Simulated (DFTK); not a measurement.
Crystal: KCl (Sylvite).

```
CELL_PARAMETERS angstrom
0.00000 3.14647 3.14647
3.14647 0.00000 3.14647
3.14647 3.14647 0.00000
ATOMIC_POSITIONS crystal
K 0.00000 0.00000 0.00000
Cl 0.50000 0.50000 0.50000
```

Base run:

| Quantity | Value |
| --- | --- |
| Program | DFTK 0.8.2 |
| Functional | PBEsol |
| Potentials or basis | dojo.nc.sr.pbesol.v0_4_1.standard.upf (PBEsol) |
| Cutoff | 1007 eV |
| k mesh | 7 × 7 × 7 |
| Occupations | fermi-dirac, width 0.05 eV |
| Spin | no spin polarisation |

Its results: band gap on the k mesh 5.03 eV, direct; pressure -0.4 GPa.

The run is repeated on the same cell with these changes: functional from PBEsol to PBE; potentials or basis from dojo.nc.sr.pbesol.v0_4_1.standard.upf (PBEsol) to SG15 1.2 (PBE); cutoff from 1007 eV to 952 eV. What comes out?

Band gap on the k mesh 5.19 eV, direct; pressure 0.7 GPa.

Caveats: an odd mesh through Γ misses points on the zone boundary, where band edges often lie (some runs).

Not every run made on this cell is shown here.
